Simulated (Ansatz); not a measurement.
AlNi, DFT, PBE, PAW with Ansatz's default frozen-core files, scalar-relativistic (Ansatz 0.2.0), run on 1 thread of Arm Neoverse V1 on a shared host.

The cell is COD entry 9008802, as deposited and not checked against the literature; nothing was relaxed. The listed cell was then made from it by scaling, straining or moving an atom.

Command: `ansatz run input.yaml --threads 1 --pin off --max-ram 3072MiB --backend cpu --events-out ev --progress --plain --runs-dir out`

```yaml
crystal:
  lattice:
    - [2.881, 0.0, 0.0]
    - [0.0, 2.881, 0.0]
    - [0.0, 0.0, 2.90981]
  atoms:
    - { symbol: Al, position: [0.0, 0.0, 0.0] }
    - { symbol: Ni, position: [0.5, 0.5, 0.5], spin: 1.5 }
magnetization:
  spin_polarized: true
kpoints:
  mp_grid: { grid: [13, 13, 13] }
scf:
  occupations: { method: fermi_dirac, width: 0.05 }
hamiltonian:
  xc: pbe
  pseudopotentials: { kind: paw }
output:
  forces: true
  stress: true
  eigenvalues: true
  efg: { contact_densities: true }
```

Question: How large is the problem that the program sets up?

Answer: 196 irreducible k-points, 461 plane waves at Γ, 16 bands.

Question: About how long does it take, and how much memory does it use?

Answer: 15 s of wall time for 11 SCF iterations, with a peak of 0.45 GiB. Times on shared machines scatter by tens of per cent.

Question: And the same cell and mesh by all-electron PAW (datasets made for this crystal), asked for forces, stress, eigenvalues, efg, on the same hardware?

Answer: 62 s, peak memory 0.87 GiB.
